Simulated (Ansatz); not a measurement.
**NaF (Cm) at 2 levels of theory**

One geometry, relaxed with PBE; plane waves with PAW potentials in Ansatz, scalar-relativistic. No spin polarisation. Gaps are the least over mesh and band path; pressure is positive in compression.

```cif
data_structure
_symmetry_space_group_name_H-M 'Cm'
_symmetry_Int_Tables_number 8
_cell_length_a 6.3941
_cell_length_b 9.8296
_cell_length_c 3.0531
_cell_angle_alpha 90.000
_cell_angle_beta 118.289
_cell_angle_gamma 90.000
_cell_volume 168.98
loop_
_atom_site_label
_atom_site_type_symbol
_atom_site_symmetry_multiplicity
_atom_site_Wyckoff_symbol
_atom_site_fract_x
_atom_site_fract_y
_atom_site_fract_z
_atom_site_occupancy
Na1 Na 4 b 0.85030 0.84623 0.60115 1
Na2 Na 2 a 0.33603 0.00000 0.08538 1
F1 F 4 b 0.65022 0.65394 0.39948 1
F2 F 2 a 0.66317 0.00000 0.91347 1
```

| level | cutoff (eV) | k mesh | gap (eV) | pressure (GPa) |
| --- | --- | --- | --- | --- |
| PBE | 420 | 6×6×8 | 5.44 | 0.0 |

Problem. What comes out on the same cell with LDA?

Solution.
```csv
level,cutoff (eV),k mesh,gap (eV),pressure (GPa)
LDA,420,6×6×8,5.12,-5.1
```

The structure comes from a generated guess; another structure or a mixture of phases may lie lower.
